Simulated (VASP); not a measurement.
# Si in VASP: how settings move the PBE single point

Aim: see what changed inputs do to the PBE single point of Si built on the diamond prototype, under -0.5 % equal strain in all directions.

Code: VASP 6.6.1. PAW datasets, plane waves. Computed at 0 K without zero-point motion; spin polarisation is off.

## 1. The structure to begin with

The cell comes from an earlier relaxation with r2SCAN in another program.

Space group Fd-3m (No. 227), cubic; a = 5.417 Å in the conventional setting, 19.87 Å³ an atom. Si has 4 Si at 2.35 Å.

As a file:

```xyz
2
Lattice="0.0000 2.7085 2.7085 2.7085 0.0000 2.7085 2.7085 2.7085 0.0000" Properties=species:S:1:pos:R:3 pbc="T T T"
Si    0.0000    0.0000    0.0000
Si    1.3543    1.3543    1.3543
```

## 2. Reference

File INCAR:

```
ENCUT = 520.000000
SIGMA = 0.020000
EDIFF = 1.00e-07
GGA = PE
PREC = Accurate
IBRION = -1
ISIF = 2
ISMEAR = -1
NBANDS = 11
NELM = 120
NSW = 0
LASPH = .TRUE.
LCHARG = .FALSE.
LWAVE = .FALSE.
LREAL = .FALSE.
```

File KPOINTS:

```
KPOINTS created by Atomic Simulation Environment
0
Gamma
8 8 8
0 0 0
```

File POSCAR:

```
Si
 1.0000000000000000
     0.0000000000000000    2.7085083012000002    2.7085083012000002
     2.7085083012000002    0.0000000000000000    2.7085083012000002
     2.7085083012000002    2.7085083012000002    0.0000000000000000
 Si
   2
Cartesian
  0.0000000000000000  0.0000000000000000  0.0000000000000000
  1.3542541506000001  1.3542541506000001  1.3542541506000001
```

A file KPOINTS_OPT adds named points for the levels; it doesn't enter the self-consistent loop.

Potentials: the recommended PBE PAW datasets, 8 valence electrons.

Run with:

```console
> mpirun -np 1 vasp_std
```

The closing lines of the self-consistent loop in OSZICAR:

```text
DAV:  11    -0.108365982288E+02   -0.48893E-06   -0.19949E-06   756   0.735E-03    0.328E-03
DAV:  12    -0.108365983521E+02   -0.12332E-06   -0.44189E-07   726   0.417E-03    0.216E-03
DAV:  13    -0.108365983999E+02   -0.47790E-07   -0.44908E-09   463   0.458E-04
   1 F= -.10836598E+02 E0= -.10836598E+02  d E =-.301506E-08
```

Wall time 14 s (1 MPI rank of Intel Xeon Platinum 8488C, shared host); peak memory 0.15 GiB.

Values of the reference: energy (σ→0) -10.8366 eV, pressure 2.70 GPa, gap on the mesh 0.60 eV.

## 3. Variant 1

INCAR, as its differences from that of step 2:

```diff
@@ -8,3 +8,2 @@
 ISMEAR = -1
-NBANDS = 11
 NELM = 120
@@ -15 +14,2 @@
 LREAL = .FALSE.
+NBANDS = 8
```

KPOINTS is that of step 2.

POSCAR is that of step 2.

Run with:

```console
> mpirun -np 1 vasp_std
```

Standard output, without the iteration lines:

```text
POSCAR found type information on POSCAR Si
 POSCAR found :  1 types and       2 ions
 LDA part: xc-table for (Slater+PW92), standard interpolation
 POSCAR, INCAR and KPOINTS ok, starting setup
 FFT: planning ... GRIDC
 FFT: planning ... GRID_SOFT
 FFT: planning ... GRID
 WAVECAR not read
 entering main loop
```

OSZICAR:

```text
N       E                     dE             d eps       ncg     rms          rms(c)
DAV:   1     0.912847546818E+01    0.91285E+01   -0.34336E+03   464   0.784E+02
DAV:   2    -0.107531657576E+02   -0.19882E+02   -0.19649E+02   728   0.875E+01
DAV:   3    -0.110209066830E+02   -0.26774E+00   -0.26774E+00   616   0.126E+01
DAV:   4    -0.110219649039E+02   -0.10582E-02   -0.10582E-02   736   0.905E-01
DAV:   5    -0.110219656322E+02   -0.72837E-06   -0.72834E-06   600   0.206E-02    0.493E+00
DAV:   6    -0.108934878269E+02    0.12848E+00   -0.85487E-02   584   0.153E+00    0.302E+00
DAV:   7    -0.108353084925E+02    0.58179E-01   -0.16041E-01   592   0.223E+00    0.199E-01
DAV:   8    -0.108363837796E+02   -0.10753E-02   -0.41083E-03   520   0.489E-01    0.748E-02
DAV:   9    -0.108365710080E+02   -0.18723E-03   -0.18334E-04   712   0.108E-01    0.579E-02
DAV:  10    -0.108365985193E+02   -0.27511E-04   -0.33944E-05   504   0.438E-02    0.116E-02
DAV:  11    -0.108365980951E+02    0.42415E-06   -0.55083E-07   760   0.537E-03    0.231E-03
DAV:  12    -0.108365983961E+02   -0.30096E-06   -0.56688E-07   504   0.607E-03    0.115E-03
DAV:  13    -0.108365984086E+02   -0.12454E-07   -0.22438E-09   376   0.429E-04
   1 F= -.10836598E+02 E0= -.10836598E+02  d E =-.301497E-08
```

OUTCAR, selected sections:

```text
k-points           NKPTS =     29   k-points in BZ     NKDIM =     29   number of bands    NBANDS=      8

   NELECT =       8.0000    total number of electrons

   dimension x,y,z NGX =    28 NGY =   28 NGZ =   28
   dimension x,y,z NGXF=    56 NGYF=   56 NGZF=   56

  energy-cutoff  :      520.00
  volume of cell :       39.74
      direct lattice vectors                 reciprocal lattice vectors
     0.000000000  2.708508301  2.708508301    -0.184603459  0.184603459  0.184603459
     2.708508301  0.000000000  2.708508301     0.184603459 -0.184603459  0.184603459
     2.708508301  2.708508301  0.000000000     0.184603459  0.184603459 -0.184603459

 k-points in reciprocal lattice and weights: KPOINTS created by Atomic Simulation Env
   0.00000000  0.00000000  0.00000000       0.002
   0.12500000  0.00000000  0.00000000       0.016
   0.25000000  0.00000000  0.00000000       0.016
   0.37500000  0.00000000  0.00000000       0.016
   0.50000000  0.00000000  0.00000000       0.008
   0.12500000  0.12500000  0.00000000       0.012
   0.25000000  0.12500000  0.00000000       0.047
   0.37500000  0.12500000  0.00000000       0.047
[... 21 more k-points ...]

 E-fermi :   6.1991

 k-point     1 :       0.0000    0.0000    0.0000
  band No.  band energies     occupation
      1      -6.1057      2.00000
      2       5.9042      2.00000
      3       5.9042      2.00000
      4       5.9042      2.00000
      5       8.4724      0.00000
      6       8.4724      0.00000
      7       8.4724      0.00000
      8       9.3658      0.00000

 k-point     2 :       0.1250    0.0000    0.0000
  band No.  band energies     occupation
      1      -5.9002      2.00000
      2       4.3048      2.00000
      3       5.6136      2.00000
      4       5.6136      2.00000
      5       8.4304      0.00000
      6       8.8996      0.00000
      7       8.8996      0.00000
      8      10.6904      0.00000

 k-point     3 :       0.2500    0.0000    0.0000
  band No.  band energies     occupation
      1      -5.3005      2.00000
      2       1.9660      2.00000
      3       5.1408      2.00000
      4       5.1408      2.00000
      5       7.9620      0.00000
      6       9.4170      0.00000
      7       9.4170      0.00000
      8      12.8911      0.00000

 k-point     4 :       0.3750    0.0000    0.0000
  band No.  band energies     occupation
      1      -4.3998      2.00000
      2      -0.0663      2.00000
      3       4.8128      2.00000
      4       4.8128      2.00000
      5       7.5992      0.00000
      6       9.3547      0.00000
      7       9.3547      0.00000
      8      13.8049      0.00000

 k-point     5 :       0.5000    0.0000    0.0000
  band No.  band energies     occupation
      1      -3.7551      2.00000
      2      -1.0974      2.00000
      3       4.7007      2.00000
      4       4.7007      2.00000
      5       7.4713      0.00000
      6       9.2406      0.00000
      7       9.2406      0.00000
      8      13.6432      0.00000

[... the tables of k-points 6 to 29 left out ...]

  Total        0.6688434      0.6688434      0.6688434     -0.0000000      0.0000000      0.0000000
  in kB       26.9658764     26.9658764     26.9658764     -0.0000000      0.0000000      0.0000000
  external PRESSURE =      26.9658764 kB  Pullay stress =       0.0000000 kB

 POSITION                                       TOTAL-FORCE (eV/Angst)
 -----------------------------------------------------------------------------------
      0.00000      0.00000      0.00000        -0.000000     -0.000000     -0.000000
      1.35425      1.35425      1.35425         0.000000      0.000000      0.000000
 -----------------------------------------------------------------------------------
    total drift:                                0.000000      0.000000     -0.000000

  FREE ENERGIE OF THE ION-ELECTRON SYSTEM (eV)
  ---------------------------------------------------
  free  energy   TOTEN  =       -10.8365984086 eV

  energy  without entropy=      -10.8365984055  energy(sigma->0) =      -10.83659841
```

It took 9.4 s on 1 MPI rank of Intel Xeon Platinum 8488C, shared host; peak memory 0.14 GiB.

Changed: NBANDS = 8. VASP runs to the end. Against the reference the energy moves by less than 0.1 meV/atom.

## 4. Variant 2

File INCAR:

```
ENCUT = 520.000000
SIGMA = 0.020000
EDIFF = 1.00e-07
PREC = Accurate
IBRION = -1
ISIF = 2
ISMEAR = -1
NBANDS = 11
NSW = 0
LASPH = .TRUE.
LCHARG = .FALSE.
LWAVE = .FALSE.
LREAL = .FALSE.
NELM = 100
GGA = QQ
```

KPOINTS is that of step 2.

POSCAR is that of step 2.

Run with:

```console
> mpirun -np 1 vasp_std
```

Standard output, without the iteration lines:

```text
POSCAR found type information on POSCAR Si
 POSCAR found :  1 types and       2 ions
 -----------------------------------------------------------------------------
|                                                                             |
|     EEEEEEE  RRRRRR   RRRRRR   OOOOOOO  RRRRRR      ###     ###     ###     |
|     E        R     R  R     R  O     O  R     R     ###     ###     ###     |
|     E        R     R  R     R  O     O  R     R     ###     ###     ###     |
|     EEEEE    RRRRRR   RRRRRR   O     O  RRRRRR       #       #       #      |
|     E        R   R    R   R    O     O  R   R                               |
|     E        R    R   R    R   O     O  R    R      ###     ###     ###     |
|     EEEEEEE  R     R  R     R  OOOOOOO  R     R     ###     ###     ###     |
|                                                                             |
|     Error: One of the selected functionals does not exist.                  |
|                                                                             |
|       ---->  I REFUSE TO CONTINUE WITH THIS SICK JOB ... BYE!!! <----       |
|                                                                             |
 -----------------------------------------------------------------------------

1
```

Run time: 0.8 s. Hardware: 1 MPI rank of Intel Xeon Platinum 8488C, shared host.

Changed: GGA = QQ. Nothing is computed: VASP stops while setting up. Its message: «Error: One of the selected functionals does not exist. ---->  I REFUSE TO CONTINUE WITH THIS SICK JOB ... BYE!!! <----
»

The word after GGA names no functional that VASP knows.

The cure: use a listed word, such as PE or PS.

## 5. Side by side

| run | changed | ending | energy change (meV/atom) | pressure (GPa) | gap on the mesh (eV; negative: overlap) | electronic steps | time | usable |
| --- | --- | --- | --- | --- | --- | --- | --- | --- |
| ref. | – | converged | 0 | 2.7 | 0.60 | 13 | 14 s | yes |
| 1 | NBANDS = 8 | converged | 0.0 | 2.7 | 0.60 | 13 | 9.4 s | yes |
| 2 | GGA = QQ | refused | – | – | – | – | 0.8 s | no |

Of 2 altered inputs, 1 gave no result, 1 gave usable results.
